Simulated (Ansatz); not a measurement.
The system is HfN.

```
Hf N
1.0
     3.13391    0.00000    0.00000
    -1.56695    2.71404    0.00000
     0.00000    0.00000    5.41677
Hf N
2 2
Direct
  0.33333 0.66667 0.25000
  0.66667 0.33333 0.75000
  0.00000 0.00000 0.50000
  0.00000 0.00000 0.00000
```

The cell comes from a database or a generator and needn't be the stable form of this composition.

Base run:

- Program: Ansatz 0.2.0
- Functional: PBEsol
- Potentials or basis: all-electron LAPW, scalar-relativistic
- Cutoff: 315 eV (chosen from the basis error)
- Basis error allowed: 0.002 eV/atom
- k mesh: 10 × 10 × 5
- Occupations: fermi-dirac, width 0.05 eV
- Spin: no spin polarisation

Its results: pressure -2.4 GPa.

The run is repeated on the same cell with these changes: functional from PBEsol to LDA. What comes out?

Pressure -8.8 GPa.

LDA binds more tightly than PBEsol, so the same cell stands under less pressure.
